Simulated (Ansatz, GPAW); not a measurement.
**Tl: programs and potentials compared**

```xyz
1
Lattice="-1.9560 1.9560 1.9560 1.9560 -1.9560 1.9560 1.9560 1.9560 -1.9560" Properties=species:S:1:pos:R:3 pbc="T T T"
Tl    0.0000    0.0000    0.0000
```

This isn't the form of Tl at room conditions, which is hcp.

Alike in all runs: task single point; functional LDA; k mesh 10 × 10 × 10; occupations gaussian, width 0.05 eV; no spin polarisation; no spin-orbit coupling. LDA stands for any of its common fits. Pressure is positive in compression and, in plane waves, holds the error of the finite cutoff, which Ansatz's Pulay term estimates and takes out.

```tsv
program and potentials	plane-wave cutoff (eV)	notes	band gap (eV)	pressure (GPa)
Ansatz, Ansatz PAW	420	potentials made for PBE, which Ansatz adapts in part; Pulay term of +0.03 GPa included	no gap	-3.18
Ansatz, all-electron LAPW, scalar-relativistic	-	-	no gap	-3.17
GPAW, the program's PAW data sets (release 1.2.1) made for this functional	600	-	no gap	-3.47
```

None finds a gap. The pressure spans -3.47 (GPAW, the program's PAW data sets (release 1.2.1) made for this functional) to -3.17 GPa (Ansatz, all-electron LAPW, scalar-relativistic), with all-electron results at -3.17.

Differences between rows come from potentials, basis sets and numerical settings, since the functional is the same but for its coding. Runs on potential files found faulty are left out.
